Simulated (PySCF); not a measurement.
C under changes of volume

One of the cells (5.672 Å³/atom); the others are scaled copies at fixed shape and fractional positions:

```
C
1.0
     0.00000    1.78337    1.78337
     1.78337    0.00000    1.78337
     1.78337    1.78337    0.00000
C
2
Cartesian
  0.8917 0.8917 0.8917
  0.0000 0.0000 0.0000
```

This isn't the form of C at room conditions, which is graphite.

```yaml
Program: PySCF 2.14.0
Functional: PBEsol
Potentials_or_basis: DZVP-MOLOPT-SR/GTH-PBE (potentials made for PBE)
k_mesh: 3 × 3 × 3
Occupations: fermi-dirac, width 0.05 eV
Spin: no spin polarisation
```

```csv
volume (Å³/atom),energy over the lowest point (meV/atom),gap on the mesh (eV)
5.332,?,?
5.445,20.60,4.18
5.558,6.90,4.14
5.672,0.23,4.09
5.785,0.00,4.05
5.899,5.64,4.01
```

Question: What does the run at 5.332 Å³/atom give?

Answer: Energy over the lowest point 42.03 meV/atom; gap on the mesh 4.23 eV.

Worked out: A Birch-Murnaghan fit of order 3 (a polynomial in V^(-2/3)) to the other rows has its minimum at 5.73 Å³/atom with B0 = V·E''(V) = 435 GPa and B' = 4.0. It gives 42.07 meV/atom at 5.332 Å³/atom, against the run's 42.03. A straight line through the other rows of the gap, of slope -2.15 eV per unit of ln V, extrapolates to 4.23 eV, against the run's 4.23.

Energies are extrapolated to zero smearing.

Caveats: all runs use coarse meshes; the potentials were made for another functional, which shifts forces and pressure; an odd mesh through Γ misses points on the zone boundary, where band edges often lie; the basis of atomic orbitals isn't converged, which shifts pressures, moduli and gaps.
